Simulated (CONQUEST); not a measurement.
Pb:

```
Pb
1.0
     3.95932    0.00000    0.00000
     0.00000    3.95932    0.00000
     0.00000    0.00000    3.95932
Pb
2
Direct
  0.00000 0.00000 0.00000
  0.50000 0.50000 0.50000
```

This isn't the form of Pb at room conditions, which is fcc.

```yaml
Program: CONQUEST 1.3
Task: single point
Functional: PBE
Potentials_or_basis: PseudoDojo NC PBE, DZP, grid cutoff 120 Ha
k_mesh: 7 × 7 × 7
Occupations: fermi-dirac, width 0.05 eV
Spin: no spin polarisation
```

On this cell: pressure 2.1 GPa; largest force zero by symmetry; band gap on the k mesh none (metal or under the smearing width).

The same run follows on a disturbed copy (atoms of the box moved at random, drawn with an rms of 0.05 Å):

```xyz
2
Lattice="3.9593 0.0000 0.0000 0.0000 3.9593 0.0000 0.0000 0.0000 3.9593" Properties=species:S:1:pos:R:3 pbc="T T T"
Pb   -0.0173    0.0143    0.0457
Pb    1.9143    1.9513    1.9926
```

Q: What changes?

A: The energy (extrapolated to zero smearing) moves by +2.7 meV/atom; pressure 1.9 GPa; largest force 0.121 eV/Å; band gap on the k mesh none (metal or under the smearing width).

Forces on the atoms (eV/Å):
```
Pb  -0.074 -0.077 -0.058
Pb   0.070  0.080  0.047
```

The forces don't sum to zero, so they hold noise of the program's grid.

Caveats: the box holds several primitive cells, so bands are folded and the points are those of the box's own zone; the basis of atomic orbitals isn't converged, which shifts pressures, moduli and gaps.
